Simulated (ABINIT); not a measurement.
A run of ABINIT 10.8.3 (patched build) is set up as follows.

File run.abi:

```
pp_dirpath "./"
pseudos "Sn.LDA_PW-JTH_sp.xml, O.LDA_PW-JTH.xml"

acell 3.81369522 3.81369522 4.8869133 Angstrom
rprim
     1.0000000000     0.0000000000     0.0000000000
     0.0000000000     1.0000000000     0.0000000000
     0.0000000000     0.0000000000     1.0000000000
ntypat 2
znucl 50 8
natom 4
typat 1 1 2 2
xred
     0.5000000000     0.0000000000     0.7646261400
     0.0000000000     0.5000000000     0.2353738600
     0.0000000000     0.0000000000     0.0000000000
     0.5000000000     0.5000000000     0.0000000000

ecut 19.0
pawecutdg 38.0

kptopt 1
ngkpt 5 5 4
nshiftk 1
shiftk 0.0 0.0 0.0

ixc 7

nband 14
occopt 3
tsmear 0.05 eV

nstep 100
tolvrs 1.0e-9

iomode 3
prtwf 0
prtden 0
prteig 0
prtebands 0
```

Potentials or basis: JTH PAW LDA v2.0 sp.

Launch:

```sh
$ abinit run.abi > log 2>&1
```

Predict the largest force.

0.091 eV/Å.

Estimate the band gap on the k mesh.

0.65 eV, indirect (least direct gap 2.01 eV).

Predict the pressure.

-2.9 GPa.

Stress tensor (GPa, compression positive):
```
-2.96  0.00  0.00
 0.00 -2.96  0.00
 0.00  0.00 -2.71
```

Caveat: spin-orbit coupling is left out, which moves the levels of the heavy elements; this set keeps more shells in the core, which shifts pressures and gaps; an odd mesh through Γ misses points on the zone boundary, where band edges often lie.
